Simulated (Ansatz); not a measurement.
Start from `CCOCC` and change one atom or group to get `CCCOCC`.

Ansatz, PBE0-D4/def2-TZVP geometries, multiplicity 1. Each molecule was computed in one conformer, which needn't be the lowest.

```tsv
property	`CCOCC`
LUMO energy (PBE/def2-TZVPP) / eV	0.56
HOMO–LUMO gap (PBE/def2-TZVPP) / eV	6.27
LUMO energy (B3LYP/def2-TZVPP) / eV	1.01
HOMO energy (PBE/def2-TZVPP) / eV	-5.71
HOMO–LUMO gap (ωB97M-V/def2-TZVPP) / eV	12.49
LUMO energy (PBE0/def2-TZVPP) / eV	1.36
```

Q: What does the change do to each property? (An estimate is asked.)

A: Computed: 
```csv
property,`CCCOCC`,shift
LUMO energy (PBE/def2-TZVPP) / eV,0.51,-0.05
HOMO–LUMO gap (PBE/def2-TZVPP) / eV,6.18,-0.09
LUMO energy (B3LYP/def2-TZVPP) / eV,0.96,-0.05
HOMO energy (PBE/def2-TZVPP) / eV,-5.67,0.04
HOMO–LUMO gap (ωB97M-V/def2-TZVPP) / eV,12.35,-0.14
LUMO energy (PBE0/def2-TZVPP) / eV,1.31,-0.05
```

With PBE0 the HOMO rises by 0.06 eV and the LUMO falls by 0.05 eV, so the gap narrows by about 0.11 eV. PBE moves the HOMO by 0.04 eV and ωB97M-V by 0.06 eV.

B3LYP here is the variant with VWN-RPA as its local correlation; programs differ in this.

Positive LUMOs are unbound, so they and the gaps depend on the basis.
